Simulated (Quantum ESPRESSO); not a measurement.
# CeO2 (Fm-3m) in Quantum ESPRESSO: notebook

The runs below take CeO2 through single point, with PBE+U.

All numbers are computed with Quantum ESPRESSO 7.5; they aren't measurements. Logs are shortened: lines on timing, memory, paths and dates and some standing lists are left out, and cuts for length are marked.

**1. The crystal as given**

Symmetry: Fm-3m, No. 225, cubic system. Conventional cell: a = 5.407 Å, b = 5.407 Å, c = 5.407 Å, α = 90.00°, β = 90.00°, γ = 90.00°. Ce (site symmetry m-3m) is surrounded by 8 O at 2.34 Å. Around O (site symmetry -43m) lie 4 Ce at 2.34 Å.

**2. Single point, PBE+U, collinear spin, ferromagnetic start**

pw.in reads:

```
&CONTROL
  calculation = 'scf'
  prefix = 'pwscf'
  outdir = './tmp'
  pseudo_dir = './pseudo'
  tprnfor = .true.
  tstress = .true.
  disk_io = 'low'
/
&SYSTEM
  ibrav = 0
  A = 3.8235385
  nat = 3
  ntyp = 2
  ecutwfc = 55
  ecutrho = 440
  nbnd = 22
  occupations = 'smearing'
  smearing = 'fd'
  degauss = 0.00367493
  nspin = 2
  starting_magnetization(1) = 0.0833
  starting_magnetization(2) = 0
/
&ELECTRONS
  conv_thr = 6d-10
  electron_maxstep = 120
  mixing_beta = 0.3
/
ATOMIC_SPECIES
Ce   140.1160 Ce.paw.z_12.atompaw.wentzcovitch.v1.2.upf
O     15.9990 O.pbe-n-kjpaw_psl.0.1.UPF
CELL_PARAMETERS alat
   0.0000000000    0.7071067808    0.7071067808
   0.7071067808    0.0000000000    0.7071067808
   0.7071067808    0.7071067808    0.0000000000
ATOMIC_POSITIONS alat
Ce     0.0000000000    0.0000000000    0.0000000000
O      1.0606601712    1.0606601712    1.0606601712
O      0.3535533904    0.3535533904    0.3535533904
K_POINTS automatic
9 9 9 0 0 0
HUBBARD {atomic}
U Ce-4f 1.0
```

pp_density.in reads:

```
&INPUTPP
  prefix = 'pwscf'
  outdir = './tmp'
  filplot = 'density.dat'
  plot_num = 0
/
&PLOT
  nfile = 1
  filepp(1) = 'density.dat'
  iflag = 3
  output_format = 6
  fileout = 'density.cube'
/
```

pp_potential.in reads:

```
&INPUTPP
  prefix = 'pwscf'
  outdir = './tmp'
  filplot = 'potential.dat'
  plot_num = 11
/
&PLOT
  nfile = 1
  filepp(1) = 'potential.dat'
  iflag = 3
  output_format = 6
  fileout = 'potential.cube'
/
```

pp_spin.in reads:

```
&INPUTPP
  prefix = 'pwscf'
  outdir = './tmp'
  filplot = 'spin.dat'
  plot_num = 6
/
&PLOT
  nfile = 1
  filepp(1) = 'spin.dat'
  iflag = 3
  output_format = 6
  fileout = 'spin.cube'
/
```

Potentials or basis: SSSP 1.3 efficiency PBE.

The run is started by

```sh
OMP_NUM_THREADS=1 pw.x -in pw.in > pw.out
OMP_NUM_THREADS=1 pp.x -in pp_density.in > pp_density.out
OMP_NUM_THREADS=1 pp.x -in pp_potential.in > pp_potential.out
OMP_NUM_THREADS=1 pp.x -in pp_spin.in > pp_spin.out
```

pw.out:

```text
This program is part of the open-source Quantum ESPRESSO suite
     for quantum simulation of materials; please cite
         "P. Giannozzi et al., J. Phys.:Condens. Matter 21 395502 (2009);
         "P. Giannozzi et al., J. Phys.:Condens. Matter 29 465901 (2017);
         "P. Giannozzi et al., J. Chem. Phys. 152 154105 (2020);
     in publications or presentations arising from this work. More details at

     file Ce.paw.z_12.atompaw.wentzcovitch.v1.2.upf: wavefunction(s)  6S 0P 5D 0D 4F 0F renormalized
     file O.pbe-n-kjpaw_psl.0.1.UPF: wavefunction(s)  2P renormalized
     Message from routine setup:
     using ibrav=0 with symmetry is DISCOURAGED, use correct ibrav instead

     G-vector sticks info
     --------------------
     sticks:   dense  smooth     PW     G-vecs:    dense   smooth      PW
     Sum        1585     793    241                41559    14649    2445

     Using Slab Decomposition

     bravais-lattice index     =            0
     lattice parameter (alat)  =       7.2254  a.u.
     unit-cell volume          =     266.7338 (a.u.)^3
     number of atoms/cell      =            3
     number of atomic types    =            2
     number of electrons       =        24.00
     number of Kohn-Sham states=           22
     kinetic-energy cutoff     =      55.0000  Ry
     charge density cutoff     =     440.0000  Ry
     scf convergence threshold =      6.0E-10
     mixing beta               =       0.3000
     number of iterations used =            8  plain     mixing
     Exchange-correlation= SLA  PW   PBX  PBC
                           (   1   4   3   4   0   0   0)
     Hubbard projectors: atomic
     Hubbard parameters of DFT+U (Dudarev formulation) in eV:
     U(Ce-4f) =  1.0000

     Internal variables: lda_plus_u =T, lda_plus_u_kind = 0

     Internal variables: orbital_resolved =F, hub_pot_fix =F, apply_U = F

     celldm(1)=   7.225441  celldm(2)=   0.000000  celldm(3)=   0.000000
     celldm(4)=   0.000000  celldm(5)=   0.000000  celldm(6)=   0.000000

     crystal axes: (cart. coord. in units of alat)
               a(1) = (   0.000000   0.707107   0.707107 )
               a(2) = (   0.707107   0.000000   0.707107 )
               a(3) = (   0.707107   0.707107   0.000000 )

     reciprocal axes: (cart. coord. in units 2 pi/alat)
               b(1) = ( -0.707107  0.707107  0.707107 )
               b(2) = (  0.707107 -0.707107  0.707107 )
               b(3) = (  0.707107  0.707107 -0.707107 )

     PseudoPot. # 1 for Ce read from file:
     Ce.paw.z_12.atompaw.wentzcovitch.v1.2.upf
     Pseudo is Projector augmented-wave + core cor, Zval = 12.0
     Generated using ATOMPAW code
     Shape of augmentation charge: BESSEL
     Using radial grid of 1102 points,  8 beta functions with:
                l(1) =   0
                l(2) =   0
                l(3) =   1
                l(4) =   1
                l(5) =   2
                l(6) =   2
                l(7) =   3
                l(8) =   3
     Q(r) pseudized with 0 coefficients

     PseudoPot. # 2 for O  read from file:
     O.pbe-n-kjpaw_psl.0.1.UPF
     Pseudo is Projector augmented-wave + core cor, Zval =  6.0
     Generated using "atomic" code by A. Dal Corso  v.5.0.99 svn rev. 10869
     Shape of augmentation charge: BESSEL
     Using radial grid of 1095 points,  4 beta functions with:
                l(1) =   0
                l(2) =   0
                l(3) =   1
                l(4) =   1
     Q(r) pseudized with 0 coefficients

     atomic species   valence    mass     pseudopotential
     Ce               12.00   140.11600     Ce( 1.00)
     O                 6.00    15.99900     O ( 1.00)

     Starting magnetic structure
     atomic species   magnetization
     Ce              0.083
     O               0.000

     48 Sym. Ops., with inversion, found

   Cartesian axes

     site n.     atom                  positions (alat units)
         1        Ce     tau(   1) = (   0.0000000   0.0000000   0.0000000  )
         2        O      tau(   2) = (   1.0606602   1.0606602   1.0606602  )
         3        O      tau(   3) = (   0.3535534   0.3535534   0.3535534  )

     number of k points=    35  Fermi-Dirac smearing, width (Ry)=  0.0037
                       cart. coord. in units 2pi/alat
        k(    1) = (   0.0000000   0.0000000   0.0000000), wk =   0.0013717
        k(    2) = (   0.0785674   0.0785674  -0.0785674), wk =   0.0109739
        k(    3) = (   0.1571348   0.1571348  -0.1571348), wk =   0.0109739
        k(    4) = (   0.2357023   0.2357023  -0.2357023), wk =   0.0109739
        k(    5) = (   0.3142697   0.3142697  -0.3142697), wk =   0.0109739
        k(    6) = (   0.1571348  -0.0000000   0.0000000), wk =   0.0082305
[... 27 lines left out ...]
        k(   34) = (  -0.0000000  -0.4714045   0.6285394), wk =   0.0329218
        k(   35) = (  -0.0785674  -0.3928371   0.7071068), wk =   0.0329218

     Dense  grid:    41559 G-vectors     FFT dimensions: (  50,  50,  50)

     Smooth grid:    14649 G-vectors     FFT dimensions: (  36,  36,  36)

     Generating pointlists ...
     new r_m :   0.2526 (alat units)  1.8252 (a.u.) for type    1
     new r_m :   0.2526 (alat units)  1.8252 (a.u.) for type    2

     Initial potential from superposition of free atoms

     starting charge      23.9930, renormalised to      24.0000

     STARTING HUBBARD OCCUPATIONS:

     =================== HUBBARD OCCUPATIONS ===================
     ------------------------ ATOM    1 ------------------------
     Tr[ns(  1)] (up, down, total) =   1.00000  0.00000  1.00000
     Atomic magnetic moment for atom   1 =   1.00000
     SPIN  1
     eigenvalues:
       0.143  0.143  0.143  0.143  0.143  0.143  0.143
     eigenvectors (columns):
       1.000  0.000  0.000  0.000  0.000  0.000  0.000
       0.000  1.000  0.000  0.000  0.000  0.000  0.000
       0.000  0.000  1.000  0.000  0.000  0.000  0.000
       0.000  0.000  0.000  1.000  0.000  0.000  0.000
       0.000  0.000  0.000  0.000  1.000  0.000  0.000
       0.000  0.000  0.000  0.000  0.000  1.000  0.000
       0.000  0.000  0.000  0.000  0.000  0.000  1.000
     occupation matrix ns (before diag.):
       0.143  0.000  0.000  0.000  0.000  0.000  0.000
       0.000  0.143  0.000  0.000  0.000  0.000  0.000
       0.000  0.000  0.143  0.000  0.000  0.000  0.000
       0.000  0.000  0.000  0.143  0.000  0.000  0.000
       0.000  0.000  0.000  0.000  0.143  0.000  0.000
[... 7 lines left out ...]
       0.000  1.000  0.000  0.000  0.000  0.000  0.000
       0.000  0.000  1.000  0.000  0.000  0.000  0.000
       0.000  0.000  0.000  1.000  0.000  0.000  0.000
       0.000  0.000  0.000  0.000  1.000  0.000  0.000
       0.000  0.000  0.000  0.000  0.000  1.000  0.000
       0.000  0.000  0.000  0.000  0.000  0.000  1.000
     occupation matrix ns (before diag.):
       0.000  0.000  0.000  0.000  0.000  0.000  0.000
       0.000  0.000  0.000  0.000  0.000  0.000  0.000
       0.000  0.000  0.000  0.000  0.000  0.000  0.000
       0.000  0.000  0.000  0.000  0.000  0.000  0.000
       0.000  0.000  0.000  0.000  0.000  0.000  0.000
       0.000  0.000  0.000  0.000  0.000  0.000  0.000
       0.000  0.000  0.000  0.000  0.000  0.000  0.000

     Number of occupied Hubbard levels =    1.0000

     Atomic wfc used for Hubbard projectors are NOT orthogonalized

     Starting wfcs are   40 randomized atomic wfcs

     Self-consistent Calculation

     iteration #  1     ecut=    55.00 Ry     beta= 0.30
     Davidson diagonalization with overlap
     ethr =  1.00E-02,  avg # of iterations =  2.1

     =================== HUBBARD OCCUPATIONS ===================
     ------------------------ ATOM    1 ------------------------
     Tr[ns(  1)] (up, down, total) =   0.22130  0.20460  0.42591
     Atomic magnetic moment for atom   1 =   0.01670
     SPIN  1
     eigenvalues:
       0.023  0.023  0.023  0.026  0.026  0.026  0.074
     eigenvectors (columns):
       0.000  0.000 -0.000 -0.998  0.029  0.054  0.000
      -0.754 -0.076  0.226  0.006  0.578 -0.201 -0.000
      -0.083  0.786 -0.012  0.037  0.200  0.578  0.000
      -0.283 -0.045 -0.958 -0.000  0.000  0.000  0.000
      -0.000  0.000 -0.000 -0.000 -0.000  0.000 -1.000
      -0.584 -0.059  0.175 -0.008 -0.747  0.259  0.000
       0.064 -0.609  0.009  0.048  0.258  0.746  0.000
     occupation matrix ns (before diag.):
       0.026  0.000  0.000  0.000 -0.000  0.000  0.000
       0.000  0.024 -0.000  0.000  0.000 -0.001 -0.000
       0.000 -0.000  0.024  0.000 -0.000  0.000  0.001
       0.000  0.000  0.000  0.023 -0.000 -0.000  0.000
      -0.000  0.000 -0.000 -0.000  0.074 -0.000 -0.000
[... 7 lines left out ...]
       0.647 -0.449  0.068 -0.274  0.524  0.158 -0.000
       0.105  0.034 -0.783 -0.035  0.160 -0.590  0.000
       0.558  0.822  0.111 -0.000  0.000 -0.000  0.000
       0.000  0.000 -0.000  0.000 -0.000 -0.000 -1.000
       0.501 -0.348  0.052  0.354 -0.677 -0.204  0.000
      -0.081 -0.026  0.606 -0.045  0.206 -0.762  0.000
     occupation matrix ns (before diag.):
       0.025  0.000  0.000  0.000 -0.000  0.000  0.000
       0.000  0.022 -0.000  0.000  0.000 -0.002 -0.000
       0.000 -0.000  0.022  0.000 -0.000  0.000  0.002
       0.000  0.000  0.000  0.021 -0.000 -0.000  0.000
      -0.000  0.000 -0.000 -0.000  0.067 -0.000 -0.000
       0.000 -0.002  0.000 -0.000 -0.000  0.023  0.000
       0.000 -0.000  0.002  0.000 -0.000  0.000  0.023

     Number of occupied Hubbard levels =    0.4259

     total energy              =    -565.42710556 Ry
     estimated scf accuracy    <       1.62796809 Ry

     total magnetization       =    -0.00 Bohr mag/cell
     absolute magnetization    =     0.08 Bohr mag/cell
[... 141 lines left out ...]
     iteration # 16     ecut=    55.00 Ry     beta= 0.30
     Davidson diagonalization with overlap
     ethr =  5.99E-11,  avg # of iterations =  1.5

     Magnetic moment per site  (integrated on atomic sphere of radius R)
     atom   1 (R=0.253)  charge=  7.0970  magn=  0.0000
     atom   2 (R=0.253)  charge=  6.2141  magn= -0.0000
     atom   3 (R=0.253)  charge=  6.2141  magn= -0.0000

     End of self-consistent calculation

     =================== HUBBARD OCCUPATIONS ===================
     ------------------------ ATOM    1 ------------------------
     Tr[ns(  1)] (up, down, total) =   0.62934  0.62933  1.25868
     Atomic magnetic moment for atom   1 =   0.00001
     SPIN  1
     eigenvalues:
       0.059  0.059  0.059  0.086  0.086  0.086  0.196
     eigenvectors (columns):
      -0.000  0.000 -0.000 -0.033 -0.993  0.115  0.000
      -0.127 -0.305 -0.718  0.569 -0.045 -0.222 -0.000
      -0.778  0.105  0.093  0.226  0.058  0.566  0.000
      -0.075 -0.913  0.401  0.000 -0.000  0.000  0.000
      -0.000 -0.000 -0.000 -0.000 -0.000  0.000 -1.000
      -0.098 -0.236 -0.556 -0.734  0.058  0.287  0.000
       0.603 -0.081 -0.072  0.292  0.075  0.731  0.000
     occupation matrix ns (before diag.):
       0.086  0.000  0.000  0.000 -0.000  0.000  0.000
       0.000  0.069 -0.000  0.000  0.000 -0.013 -0.000
       0.000 -0.000  0.069  0.000 -0.000  0.000  0.013
       0.000  0.000  0.000  0.059 -0.000 -0.000  0.000
      -0.000  0.000 -0.000 -0.000  0.196 -0.000 -0.000
[... 7 lines left out ...]
      -0.116 -0.666 -0.410  0.137  0.528  0.278 -0.000
      -0.778  0.138 -0.004 -0.000  0.285 -0.542  0.000
      -0.095 -0.510  0.855  0.000  0.000  0.000  0.000
      -0.000 -0.000 -0.000  0.000 -0.000 -0.000 -1.000
      -0.090 -0.516 -0.317 -0.176 -0.682 -0.359  0.000
       0.603 -0.107  0.003  0.000  0.368 -0.700  0.000
     occupation matrix ns (before diag.):
       0.086  0.000  0.000  0.000 -0.000  0.000  0.000
       0.000  0.069 -0.000  0.000  0.000 -0.013 -0.000
       0.000 -0.000  0.069  0.000 -0.000  0.000  0.013
       0.000  0.000  0.000  0.059 -0.000 -0.000  0.000
      -0.000  0.000 -0.000 -0.000  0.196 -0.000 -0.000
       0.000 -0.013  0.000 -0.000 -0.000  0.076  0.000
       0.000 -0.000  0.013  0.000 -0.000  0.000  0.076

     Number of occupied Hubbard levels =    1.2587

 ------ SPIN UP ------------

          k = 0.0000 0.0000 0.0000 (  1837 PWs)   bands (ev):

   -21.5930  -5.2893  -4.2900  -3.6975  -3.6975  -3.6975   7.1498   7.1498
     7.1498  10.5060  10.5060  10.5060  13.4065  13.4065  13.4065  13.5016
    13.9905  13.9905  13.9905  17.0529  17.0529  18.0431
[... 201 lines left out ...]
   -21.3178  -7.1502  -6.7644  -4.2897  -2.1672  -1.6309   8.1150   8.7900
     9.7072  10.0400  10.2946  10.5971  13.1393  13.2600  13.2653  13.4586
    13.5277  13.5333  14.1059  17.3176  18.5581  19.9969

 ------ SPIN DOWN ----------

          k = 0.0000 0.0000 0.0000 (  1837 PWs)   bands (ev):

   -21.5931  -5.2893  -4.2900  -3.6975  -3.6975  -3.6975   7.1498   7.1498
     7.1498  10.5060  10.5060  10.5060  13.4065  13.4065  13.4065  13.5016
    13.9905  13.9905  13.9905  17.0529  17.0529  18.0431
[... 201 lines left out ...]
   -21.3178  -7.1503  -6.7644  -4.2898  -2.1672  -1.6309   8.1150   8.7900
     9.7072  10.0400  10.2946  10.5971  13.1393  13.2600  13.2653  13.4586
    13.5277  13.5333  14.1059  17.3176  18.5581  19.9965

     the Fermi energy is    12.0266 ev

!    total energy              =    -565.79581938 Ry
     total all-electron energy =      -783.489604 Ry
     estimated scf accuracy    <          3.7E-10 Ry
     smearing contrib. (-TS)   =      -0.00000000 Ry
     internal energy E=F+TS    =    -565.79581938 Ry

     The total energy is F=E-TS. E is the sum of the following terms:
     one-electron contribution =     -10.41700565 Ry
     hartree contribution      =      24.33076627 Ry
     xc contribution           =     -28.79684813 Ry
     ewald contribution        =    -127.19791849 Ry
     Hubbard energy            =       0.04104649 Ry
     one-center paw contrib.   =    -423.75585987 Ry

     total magnetization       =    -0.00 Bohr mag/cell
     absolute magnetization    =     0.00 Bohr mag/cell

     convergence has been achieved in  16 iterations

     Forces acting on atoms (cartesian axes, Ry/au):

     atom    1 type  1   force =    -0.00000000   -0.00000000    0.00000000
     atom    2 type  2   force =     0.00000000   -0.00000000   -0.00000000
     atom    3 type  2   force =     0.00000000    0.00000000    0.00000000

     Total force =     0.000000     Total SCF correction =     0.000000

     Computing stress (Cartesian axis) and pressure

          total   stress  (Ry/bohr**3)                   (kbar)     P=       73.09
   0.00049687   0.00000000  -0.00000000           73.09        0.00       -0.00
   0.00000000   0.00049687   0.00000000            0.00       73.09        0.00
  -0.00000000   0.00000000   0.00049687           -0.00        0.00       73.09

=------------------------------------------------------------------------------=
   JOB DONE.
=------------------------------------------------------------------------------=
```

Run time: 2.3 min. Hardware: 1 thread of Arm Neoverse V1, shared host; peak memory 0.5 GiB.

Results:

```
Free energy                                           : -7698.0443 eV
Pressure                                              : 7.3 GPa
Band gap on the k mesh                                : 2.04 eV, indirect (least direct gap 2.11 eV)
Net moment                                            : 0.00 μB per cell
Absolute moment                                       : 0.00 μB per cell
Valence electrons inside the program's atomic spheres : Ce 7.10; O 6.21
```

Levels at points of the mesh, in eV from the valence-band top:
Spin up:
```csv
k point,band 10,band 11,band 12,band 13,band 14,band 15
"(0.00, 0.00, 0.00)",-0.53,-0.53,-0.53,2.37,2.37,2.37
```
Spin down:
| k point | band 8 | band 9 | band 10 | band 11 | band 12 | band 13 | band 14 | band 15 | band 16 | band 17 |
| --- | --- | --- | --- | --- | --- | --- | --- | --- | --- | --- |
| (0.00, 0.00, 0.00) | -3.89 | -3.89 | -0.53 | -0.53 | -0.53 | 2.37 | 2.37 | 2.37 | 2.46 | 2.95 |

Eigenvalues of the final occupation matrices:
```tsv
site	spin	trace	eigenvalues
Ce 1 4f	1	0.63	0.06 0.06 0.06 0.09 0.09 0.09 0.20
Ce 1 4f	2	0.63	0.06 0.06 0.06 0.09 0.09 0.09 0.20
```

Caveat: the magnetic or orbital state may not be the lowest; spin-orbit coupling is left out, which moves the levels of the heavy elements; an odd mesh through Γ misses points on the zone boundary, where band edges often lie. The state reached can hang on the start; a lower one may exist.

**3. Single point, PBE+U, collinear spin, ferromagnetic start**

Changes to pw.in since step 2:

```diff
@@ -43,2 +43,2 @@
 HUBBARD {atomic}
-U Ce-4f 1.0
+U Ce-4f 2.0
```

pp_density.in is that of step 2.

pp_potential.in is that of step 2.

pp_spin.in is that of step 2.

Potentials or basis: SSSP 1.3 efficiency PBE.

The run is started by

```sh
OMP_NUM_THREADS=1 pw.x -in pw.in > pw.out
OMP_NUM_THREADS=1 pp.x -in pp_density.in > pp_density.out
OMP_NUM_THREADS=1 pp.x -in pp_potential.in > pp_potential.out
OMP_NUM_THREADS=1 pp.x -in pp_spin.in > pp_spin.out
```

Wall time 2.2 min (1 thread of Arm Neoverse V1, shared host); peak memory 0.5 GiB.

Results (log left out):

```
Free energy                                           : -7697.4994 eV
Pressure                                              : 8.1 GPa
Band gap on the k mesh                                : 2.07 eV, indirect (least direct gap 2.16 eV)
Net moment                                            : 0.00 μB per cell
Absolute moment                                       : 0.00 μB per cell
Valence electrons inside the program's atomic spheres : Ce 7.08; O 6.22
```

Levels at points of the mesh, in eV from the valence-band top:
Spin up:
| k point | band 8 | band 9 | band 10 | band 11 | band 12 | band 13 | band 14 | band 15 | band 16 | band 17 |
| --- | --- | --- | --- | --- | --- | --- | --- | --- | --- | --- |
| (0.00, 0.00, 0.00) | -3.94 | -3.94 | -0.50 | -0.50 | -0.50 | 2.34 | 2.41 | 2.41 | 2.41 | 2.92 |
Spin down:
| k point | band 10 | band 11 | band 12 | band 13 | band 14 | band 15 |
| --- | --- | --- | --- | --- | --- | --- |
| (0.00, 0.00, 0.00) | -0.50 | -0.50 | -0.50 | 2.34 | 2.41 | 2.41 |

Eigenvalues of the final occupation matrices:
```tsv
site	spin	trace	eigenvalues
Ce 1 4f	1	0.60	0.05 0.05 0.05 0.08 0.08 0.08 0.20
Ce 1 4f	2	0.60	0.05 0.05 0.05 0.08 0.08 0.08 0.20
```

Caveat: the magnetic or orbital state may not be the lowest; spin-orbit coupling is left out, which moves the levels of the heavy elements; an odd mesh through Γ misses points on the zone boundary, where band edges often lie. The state reached can hang on the start; a lower one may exist.

(Continued in part 2 of 2.)
